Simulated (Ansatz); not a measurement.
Wanted: the native input for an Ansatz 0.2.0 run.

```yaml
Task: single point
Functional: PBE
Potentials_or_basis: Ansatz PAW
Cutoff: "420 eV (not typed: the program's choice for these potentials)"
k_mesh: 12 × 6 × 9
Occupations: fermi-dirac, width 0.05 eV
Spin: collinear spin, ferromagnetic start
Starting_moments: "[2.0, 2.0, 0.0, 0.0] μB"
```

Crystal: CoO.

```xyz
4
Lattice="3.0811 0.0000 0.0000 0.0000 4.2014 0.0000 -2.8777 0.0000 3.0786" Properties=species:S:1:pos:R:3 pbc="T T T"
Co   -0.7580    1.0285    0.7833
Co   -2.2001    3.1655    2.3040
O    -2.1261    1.1171    2.3083
O    -0.6903    3.1185    0.7735
```

The cell is a database's computed one.

The cell isn't the ideal one: atoms moved at random, drawn with an rms of 0.05 Å.

The input as run:

input.yaml

```yaml
crystal:
  lattice:
    - [3.0811340847, 0.0, 0.0]
    - [0.0, 4.2013857869, 0.0]
    - [-2.8777095433, 0.0, 3.0785743829]
  atoms:
    - { symbol: Co, position: [-0.008379, 0.244802, 0.25443], spin: 2.0 }
    - { symbol: Co, position: [-0.015082, 0.753434, 0.748391], spin: 2.0 }
    - { symbol: O, position: [0.010272, 0.265898, 0.7498] }
    - { symbol: O, position: [0.010632, 0.742266, 0.251245] }
hamiltonian:
  xc: pbe
  pseudopotentials: { kind: paw }
magnetization:
  spin_polarized: true
kpoints:
  mp_grid: { grid: [12, 6, 9] }
scf:
  occupations: { method: fermi_dirac, width: 0.05 }
output:
  forces: true
  stress: true
  eigenvalues: true
```

Potentials or basis: Ansatz PAW.

Run with:

```sh
$ ansatz run input.yaml --threads 2 --pin off --max-ram 5120MiB --backend cpu --events-out ev --progress --plain --runs-dir out
```

It gave:

```
Pressure               : -5.2 GPa
Largest force          : 0.370 eV/Å
Band gap on the k mesh : none (metal or under the smearing width)
Net moment             : 5.83 μB per cell
Absolute moment        : 5.86 μB per cell
Site moments           : Co +2.45, +2.44; O +0.31 μB
```

Caveat: the pressure holds a Pulay correction of +0.7 GPa for the finite cutoff; semilocal functionals often make such compounds metallic where correlation or magnetic order opens a gap, which also shifts bond lengths.

Run time: 3.2 min on 2 threads of Intel(R) Xeon(R) Processor @ 2.70GHz, on a shared host, peak memory 1.2 GiB.
